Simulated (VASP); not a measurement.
Runs of VASP 6.6.1 on Cu2O (Cuprite). It takes space group Pn-3m (No. 224, cubic). The conventional cell has a = 4.260 Å, b = 4.260 Å, c = 4.260 Å, α = 90.00°, β = 90.00°, γ = 90.00°. Cu (site symmetry -3m) has 2 O at 1.84 Å as nearest neighbours. O (site symmetry -43m) has 4 Cu at 1.84 Å as nearest neighbours. 

| level | gap on the mesh (eV) | pressure (GPa) |
| --- | --- | --- |
| MS2 | (a) | -1.0 |
| LMBJ | 0.80 | - |
| TB-mBJ | 0.80 | - |
| revTPSS | 0.53 | 1.0 |

Alike in all rows: task band structure; potentials or basis VASP PAW PBE potentials, release 64 (Cu, O); no spin polarisation; cell as given; k mesh 6 × 6 × 6; cutoff (eV) 520; smearing fermi-dirac 0.05 eV.

Question: Fill in the values left out.

Answer: (a) 0.67.

Caveats: the PAW data sets were made with another functional, which shifts forces and pressure a little.

A k mesh can miss the band edges.

Runs at the PBE level aren't shown here.
